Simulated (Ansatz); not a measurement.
Polymorphs of Zn2Se

Theory: DFT PBE, scalar-relativistic, plane waves, PAW (Ansatz). Settings: cutoff 420 eV, Γ-centred meshes no coarser than 0.19 Å⁻¹ for metals and 0.3 Å⁻¹ for insulators (2π included), Gaussian smearing.

All energies are static (0 K, no zero-point motion). Only the structures computed here compete, so a lower one can exist. The k mesh leaves about 4 meV/atom of noise in metals. No run is spin-polarised.

```
#                started from         space group  atoms  V (Å³/atom)  ΔE (meV/atom)  gap on mesh (eV)
1  anti-anatase type, changed  I4_1/amd (No. 141)      6         19.0              0              0.00
2                   AlB2 type    P6/mmm (No. 191)      3         19.5            187              0.00
```

The lowest structure: Space group I4_1/amd (No. 141), tetragonal, a = 5.318 Å, c = 8.045 Å. Zn is coordinated by 3 Se at 2.68–2.74 Å and 3 Zn at 2.69–2.74 Å; Se has 6 Zn at 2.68–2.74 Å. Its energy against the elements is -0.02 eV/atom. Energies over the elements count from the lowest elemental structures computed at the same level, with no empirical corrections.

Space group I4_1/amd:1 (No. 141). a = 5.318 Å, b = 5.318 Å, c = 8.045 Å, α = 90.00°, β = 90.00°, γ = 90.00°
| atom | site | symmetry | x | y | z |
| --- | --- | --- | --- | --- | --- |
| Zn | 8e | 2mm. | 0.0000 | 0.0000 | 0.3330 |
| Se | 4a | -4m2 | 0.0000 | 0.0000 | 0.0000 |

The second: Space group P6/mmm (No. 191), hexagonal, a = 4.252 Å, c = 3.744 Å. Zn is coordinated by 3 Zn at 2.46 Å; Se has 12 Zn at 3.09 Å.